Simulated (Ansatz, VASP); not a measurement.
One calculation of Ag, two programs

```
Ag
1.0
    -0.02043    2.03288    2.03288
     2.03288   -0.02043    2.03288
     2.03288    2.03288   -0.02043
Ag
1
Direct
  0.00000 0.00000 0.00000
```

Change from the starting cell: equal xy, yz and zx shear strains of -1 %.

Alike in both runs: task single point; functional PBE; k mesh 15 × 15 × 15; occupations fermi-dirac, width 0.05 eV; no spin polarisation.

|  | VASP | Ansatz |
| --- | --- | --- |
| version | VASP 6.6.1 | Ansatz 0.2.0 |
| potentials or method | VASP PAW PBE potentials, release 64 (Ag), cutoff 520 eV | all-electron LAPW, scalar-relativistic |

```csv
,VASP,Ansatz,Ansatz less VASP
pressure (GPa),4.4,4.6,+0.15
largest component of the traceless stress (GPa),0.28,0.29,+0.008
```

Ansatz ran all-electron here, so the differences hold the error of VASP's frozen core and of both bases.
